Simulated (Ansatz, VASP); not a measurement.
## CaO: VASP beside Ansatz

```xyz
2
Lattice="2.9342 0.0000 0.0000 0.0000 2.9342 0.0000 0.0000 0.0000 2.9342" Properties=species:S:1:pos:R:3 pbc="T T T"
Ca    0.0000    0.0000    0.0000
O     1.4671    1.4671    1.4671
```

Change from the starting cell: species swapped into the HoIn type (Pm-3m, No. 221).

Alike in both runs: functional PBE; k mesh 6 × 6 × 6; occupations gaussian, width 0.1 eV; no spin polarisation.

Ansatz relaxed the structure, and its values are those at the end. VASP's run is a single point on that final structure, the one shown.

|  | VASP | Ansatz |
| --- | --- | --- |
| version | VASP 6.6.1 | Ansatz 0.2.0 |
| potentials or method | VASP PAW PBE potentials, release 64 (Ca_sv, O) | scalar-relativistic, plane waves, PAW |
| plane-wave cutoff (eV) | 520 | 420 |
| valence electrons in the cell | 16 | 16 |

Ansatz gave:

```
gap on the k mesh at the Fermi level (eV) : 2.78
least direct gap on the mesh (eV)         : 3.09
pressure (GPa)                            : 0.0
```

**Question.** Estimate VASP's values.

**Answer.** gap on the k mesh at the Fermi level (eV): 2.77; least direct gap on the mesh (eV): 3.07; pressure (GPa): 0.6.

A k mesh can miss the band edges.
